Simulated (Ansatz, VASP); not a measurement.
# Two plane-wave programs on Zr

INCAR

```
SYSTEM = Zr
PREC = Accurate
ENCUT = 520
EDIFF = 1E-8
ISMEAR = -1
SIGMA = 0.08
LREAL = .FALSE.
LASPH = .TRUE.
NELM = 60
ALGO = Normal
ISIF = 2
LWAVE = .FALSE.
LCHARG = .FALSE.
GGA = PS
LEFG = .TRUE.
NBANDS = 19
```

The input KPOINTS:

```
regular mesh
0
G
  13 13 7
  0 0 0
```

The input POSCAR:

```
Zr
1.0
    3.1996782403      0.0000000000      0.0000000000
   -1.5998391201      2.7710026399      0.0000000000
    0.0000000000      0.0000000000      5.1470000000
Zr
2
Direct
    0.3333333333      0.6666666667      0.2500000000
    0.6666666667      0.3333333333      0.7500000000
```

Input for Ansatz:

```yaml
crystal:
  lattice:
    - [3.1996782403, 0.0, 0.0]
    - [-1.5998391201, 2.7710026399, 0.0]
    - [0.0, 0.0, 5.147]
  atoms:
    - { symbol: Zr, position: [0.3333333333, 0.6666666667, 0.25] }
    - { symbol: Zr, position: [0.6666666667, 0.3333333333, 0.75] }
kpoints:
  mp_grid: { grid: [13, 13, 7] }
scf:
  occupations: { method: fermi_dirac, width: 0.08 }
hamiltonian:
  xc: pbesol
  pseudopotentials: { kind: paw }
output:
  forces: true
  stress: true
  eigenvalues: true
  efg: { contact_densities: true }
  write_density: true
  write_potential: true
  elf: true
  volumetric_format: npy
```

Change from the starting cell: equal xx and yy strain of -1 %, PAW files.

Alike in both runs: task electric field gradients; functional PBEsol; k mesh 13 × 13 × 7; occupations fermi-dirac, width 0.08 eV; no spin polarisation.

|  | VASP | Ansatz |
| --- | --- | --- |
| version | VASP 6.6.1 | Ansatz 0.2.0 |
| potentials or method | VASP PAW PBE potentials, release 64 (Zr_sv) | PAW with Ansatz's default frozen-core files, scalar-relativistic |
| plane-wave cutoff (eV) | 520 | 420 |
| valence electrons in the cell | 24 | 24 |

```tsv
	VASP	Ansatz	Ansatz less VASP
pressure (GPa)	-1.4	-1.5	-0.05
Vzz of the field gradient on the site that differs most (V/Å²)	37.8	38.6	+0.75
```

The functional is the same, so the differences come from potentials, cutoffs and numerics. Ansatz warned: «gradients_without_spin_orbit».

Caveats: the PAW data sets were made with another functional, which shifts forces and pressure a little (VASP).
